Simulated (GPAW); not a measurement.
# TePb (Fm-3m) in GPAW: settings compared, part 3 of 3

GPAW 26.7.0. The steps go on from the part before.

### 5 Band structure, M06-L, spin-orbit coupling, no magnetisation

run.py

```python
import numpy as np
from ase.dft.bandgap import bandgap
from ase.io import read, write
from ase.units import GPa
from gpaw import GPAW, PW
from gpaw.spinorbit import soc_eigenstates

atoms = read('TePb.cif')

calc = GPAW(mode=PW(600),
            xc='M06-L',
            kpts={'size': (6, 6, 6), 'gamma': True},
            occupations={'name': 'fermi-dirac', 'width': 0.05},
            nbands=19,
            convergence={'density': 1e-05, 'energy': 1e-05},
            maxiter=150,
            txt='gpaw.txt')
atoms.calc = calc
energy = atoms.get_potential_energy()
forces = atoms.get_forces()
stress = atoms.get_stress()
calc.write('gs.gpw')
write('result.traj', atoms)
print(f'Energy: {energy:.6f} eV')
print('Forces (eV/A):')
print(forces.round(4))
print('Stress (GPa):', (stress / GPa).round(3))
print('Fermi level:', round(calc.get_fermi_level(), 4), 'eV')
print(f'Gap: {bandgap(calc)[0]:.4f} eV, direct: {bandgap(calc, direct=True)[0]:.4f} eV')

path = atoms.cell.bandpath('GXWKGLUWLK,UX', npoints=60, eps=1e-4)
bs_calc = calc.fixed_density(kpts=path, symmetry='off', nbands=32,
                             convergence={'bands': 'CBM+6.0', 'eigenstates': 1e-6}, txt='bands.txt')
bs = bs_calc.band_structure()
bs.write('bs.json')
print(f'Gap on the path: {bandgap(bs_calc)[0]:.4f} eV')

soc = soc_eigenstates(bs_calc, theta=0, phi=0, ignore_xc_potential=True)
np.savetxt('soc_bands.dat', soc.eigenvalues(), fmt='%.4f')
mesh = soc_eigenstates('gs.gpw', theta=0, phi=0, ignore_xc_potential=True)
np.savetxt('soc_mesh.dat', mesh.eigenvalues(), fmt='%.4f')
print('Fermi level with spin-orbit coupling:', round(mesh.fermi_level, 4), 'eV')
```

TePb.cif

```cif
data_TePb
_cell_length_a 4.56932402
_cell_length_b 4.56932402
_cell_length_c 4.56932402
_cell_angle_alpha 60.00000000
_cell_angle_beta 60.00000000
_cell_angle_gamma 60.00000000
_space_group_name_H-M_alt 'P1'
_space_group_name_Hall 'P 1'
_space_group_IT_number 1
loop_
_space_group_symop_operation_xyz
'x,y,z'
loop_
_atom_site_label
_atom_site_type_symbol
_atom_site_symmetry_multiplicity
_atom_site_Wyckoff_symbol
_atom_site_fract_x
_atom_site_fract_y
_atom_site_fract_z
_atom_site_occupancy
Pb1 Pb 1 a 0.0000000000 0.0000000000 0.0000000000 1
Te1 Te 1 a 0.5000000000 0.5000000000 0.5000000000 1
```

Started as:

```sh
$ OMP_NUM_THREADS=1 python run.py
```

Wall time 2.6 min (1 thread of AMD EPYC 9R14 (Zen 4), shared host); peak memory 0.47 GiB.

Results (log left out):

| Quantity | Value |
| --- | --- |
| Free energy | -22.9513 eV |
| Pressure | 4.6 GPa |
| Band gap on the k mesh | 0.13 eV, indirect (least direct gap 0.14 eV) |
| Band gap along the path | 0.12 eV, indirect (least direct gap 0.20 eV) |

Levels at the corners of the path, in eV from the valence-band top:
```tsv
point	band 16	band 17	band 18	band 19	band 20	band 21	band 22	band 23	band 24	band 25
Γ	-2.16	-0.89	-0.89	-0.89	-0.89	2.47	2.47	5.10	5.10	5.10
X	-4.61	-3.22	-3.22	-2.38	-2.38	2.93	2.93	4.57	4.57	6.58
W	-3.95	-3.82	-3.82	-0.30	-0.30	1.72	1.72	4.97	4.97	5.15
K	-4.22	-2.59	-2.59	-1.80	-1.80	3.12	3.12	4.11	4.11	5.21
Γ	-2.16	-0.89	-0.89	-0.89	-0.89	2.47	2.47	5.10	5.10	5.10
L	-1.26	-0.59	-0.59	-0.08	-0.08	0.12	0.12	1.45	1.45	2.18
U	-4.22	-2.59	-2.59	-1.80	-1.80	3.12	3.12	4.10	4.11	5.21
W	-3.95	-3.82	-3.82	-0.30	-0.30	1.72	1.72	4.97	4.97	5.15
L	-1.26	-0.59	-0.59	-0.08	-0.08	0.12	0.12	1.45	1.45	2.18
K	-4.22	-2.59	-2.59	-1.80	-1.80	3.12	3.12	4.11	4.11	5.21
U	-4.22	-2.59	-2.59	-1.80	-1.80	3.12	3.12	4.10	4.11	5.21
X	-4.61	-3.22	-3.22	-2.38	-2.38	2.93	2.93	4.57	4.57	6.58
```

Caveat: spin-orbit coupling was added after a scalar SCF, so levels and gaps hold it while energy, forces, pressure and moments don't; this program's spin-orbit splittings come out too wide for heavy elements; the PAW data sets were made with another functional, which shifts forces and pressure a little.

### 6 Band structure, LDA

run.py

```python
from ase.dft.bandgap import bandgap
from ase.io import write
from ase.spacegroup import crystal
from ase.units import GPa
from gpaw import GPAW, PW

# Pb 4a
# Te 4b
atoms = crystal(['Pb', 'Te'],
                basis=[[0.0, 0.0, 0.0],
                       [0.5, 0.0, 0.0]],
                spacegroup=225, setting=1,  # Fm-3m
                cellpar=[6.462, 6.462, 6.462, 90.0, 90.0, 90.0],
                primitive_cell=True)

calc = GPAW(mode=PW(800),
            xc='LDA',
            kpts={'size': (6, 6, 6), 'gamma': True},
            occupations={'name': 'fermi-dirac', 'width': 0.05},
            setups='hgh',
            nbands=-9,
            convergence={'density': 1e-05, 'energy': 1e-05},
            maxiter=150,
            txt='gpaw.txt')
atoms.calc = calc
energy = atoms.get_potential_energy()
forces = atoms.get_forces()
stress = atoms.get_stress()
calc.write('gs.gpw')
write('result.traj', atoms)
print(f'Energy: {energy:.6f} eV')
print('Forces (eV/A):')
print(forces.round(4))
print('Stress (GPa):', (stress / GPa).round(3))
print('Fermi level:', round(calc.get_fermi_level(), 4), 'eV')
print(f'Gap: {bandgap(calc)[0]:.4f} eV, direct: {bandgap(calc, direct=True)[0]:.4f} eV')

path = atoms.cell.bandpath('GXWKGLUWLK,UX', npoints=80, eps=1e-4)
bs_calc = calc.fixed_density(kpts=path, symmetry='off', nbands=-21,
                             convergence={'bands': 'CBM+6.0', 'eigenstates': 1e-6}, txt='bands.txt')
bs = bs_calc.band_structure()
bs.write('bs.json')
print(f'Gap on the path: {bandgap(bs_calc)[0]:.4f} eV')
```

Potentials or basis: HGH pseudopotentials, pw.

Started as:

```sh
$ OMP_NUM_THREADS=1 python run.py
```

Wall time 40 s (1 thread of AMD EPYC 9R14 (Zen 4), shared host); peak memory 0.38 GiB.

The run converged. Its results:

| Property | Result |
| --- | --- |
| Free energy | -324.5900 eV |
| Pressure | -2.4 GPa |
| Band gap on the k mesh | 0.65 eV, direct |
| Band gap along the path | 0.65 eV, direct |

Levels at the corners of the path, in eV from the valence-band top:
| point | band 2 | band 3 | band 4 | band 5 | band 6 | band 7 | band 8 | band 9 |
| --- | --- | --- | --- | --- | --- | --- | --- | --- |
| Γ | -5.72 | -1.31 | -1.31 | -1.31 | 4.04 | 4.04 | 4.04 | 5.84 |
| X | -7.40 | -4.52 | -2.79 | -2.79 | 3.28 | 5.41 | 5.41 | 6.60 |
| W | -8.07 | -3.80 | -3.80 | -0.35 | 1.56 | 5.27 | 5.27 | 6.82 |
| K | -8.05 | -4.14 | -2.31 | -2.11 | 3.55 | 3.69 | 5.14 | 5.90 |
| Γ | -5.72 | -1.31 | -1.31 | -1.31 | 4.04 | 4.04 | 4.04 | 5.84 |
| L | -8.66 | -0.90 | -0.90 | 0.00 | 0.65 | 1.17 | 1.17 | 8.42 |
| U | -8.05 | -4.14 | -2.31 | -2.11 | 3.55 | 3.69 | 5.14 | 5.90 |
| W | -8.07 | -3.80 | -3.80 | -0.35 | 1.56 | 5.27 | 5.27 | 6.82 |
| L | -8.66 | -0.90 | -0.90 | 0.00 | 0.65 | 1.17 | 1.17 | 8.42 |
| K | -8.05 | -4.14 | -2.31 | -2.11 | 3.55 | 3.69 | 5.14 | 5.90 |
| U | -8.05 | -4.14 | -2.31 | -2.11 | 3.55 | 3.69 | 5.14 | 5.90 |
| X | -7.40 | -4.52 | -2.79 | -2.79 | 3.28 | 5.41 | 5.41 | 6.60 |

Caveat: spin-orbit coupling is left out, which as a rule narrows the gap of such compounds by several tenths of an eV; HGH potentials are hard and often keep d shells in the core, so these values are rough.

### 7 The runs side by side

| task | level | potentials or basis | spin | band path | band points | spin axis theta (degrees) | spin axis phi (degrees) | gap on the mesh (eV) | pressure (GPa) |
| --- | --- | --- | --- | --- | --- | --- | --- | --- | --- |
| band structure | TASK | GPAW PAW data sets (gpaw-data 1.2.1), pw | SOC, no magnetisation | GXWKGLUWLK,UX | 60 | 0 | 0 | 0.21 | 6.5 |
| band structure | revPBE | the program's PAW data sets (release 1.2.1) made for this functional, pw | SOC, no magnetisation | GXWKGLUWLK,UX | 60 | 54.7 | 45 | 0.19 | 3.0 |
| equation of state | vdW-DF2 | GPAW PAW data sets (gpaw-data 1.2.1), pw | off | - | - | - | - | - | - |
| band structure | M06-L | GPAW PAW data sets (gpaw-data 1.2.1), pw | SOC, no magnetisation | GXWKGLUWLK,UX | 60 | 0 | 0 | 0.13 | 4.6 |

Alike in all rows: cell as given; k mesh 6 × 6 × 6; cutoff (eV) 600; smearing fermi-dirac 0.05 eV.

Caveats: spin-orbit coupling was added after a scalar SCF, so levels and gaps hold it while energy, forces, pressure and moments don't (some runs); this program's spin-orbit splittings come out too wide for heavy elements (some runs); the PAW data sets were made with another functional, which shifts forces and pressure a little (some runs); the mesh misses the band edges, which the band path finds closer together (some runs).

Absolute energies hang on the potentials; compare differences alone.

### 8 Against experiment

Step 2. A measured gap of TePb is 0.19 eV (direct; 4.2 K; a printed reference work, monograph); the calculated 0.12 eV misses it by -0.07 eV. The value is that of TASK, without temperature or zero-point motion.

Step 3. Against the measured direct gap of TePb, 0.19 eV (direct; 4.2 K; a printed reference work, monograph), the calculated 0.30 eV is off by +0.11 eV. The value is that of revPBE, without temperature or zero-point motion.

Step 5. Against the measured direct gap of TePb, 0.19 eV (direct; 4.2 K; a printed reference work, monograph), the calculated 0.20 eV is off by +0.01 eV. The value is that of M06-L, without temperature or zero-point motion.
